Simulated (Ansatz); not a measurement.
# Au: what symmetry allows forces and stress to be

```xyz
2
Lattice="2.9975 0.0185 -0.1740 -1.4828 2.5682 0.0000 -0.2928 -0.1690 5.2565" Properties=species:S:1:pos:R:3 pbc="T T T"
Au   -0.2934    1.5428    3.8606
Au    1.5154    0.8749    1.2219
```

Method: Ansatz, DFT PBE, scalar-relativistic, plane waves, PAW.

Cutoff 420 eV; k points 14×14×8 on the computed 2-atom cell (Γ-centred); Gaussian smearing, width 0.10 eV; no spin polarisation.

This distorted cell has space group C2/m, with 4 operations.

Q: Without a calculation: in which directions can each atom feel a force?

A: A force must be left unchanged by every operation that keeps its atom in place, so it lies in the space that those operations leave fixed. Atoms that the group maps onto each other feel forces of one size.
```
atom site symmetry operations at the site equivalent to atom allowed force (Cartesian)
 Au1              m                       2                   1  in the plane normal to (-0.50, 0.87, 0.00)
 Au2              m                       2                   1  in the plane normal to (-0.50, 0.87, 0.00)
```

That leaves 2 independent force components of 6. A relaxation in this cell that keeps the symmetry moves the atoms in these directions alone.

Q: And the stress tensor?

A: It must be invariant under the point group, which leaves 4 independent components. Linear relations between components hold in this frame.

Q: Do the computed values obey this?

A: Yes. Forces (eV/Å):
```
Au1  0.109  0.063  0.325
Au2 -0.109 -0.063 -0.325
```

Stress (GPa, compression positive, xx yy zz yz xz xy): -10.40 -10.87 -8.34 0.54 0.94 0.41. The program imposes the same operations on density, forces and stress, so this confirms the analysis and is no independent test of the calculation.

Spin–orbit coupling is left out, which can shift energies with elements as heavy as these.

This form isn't the element's structure at ambient conditions.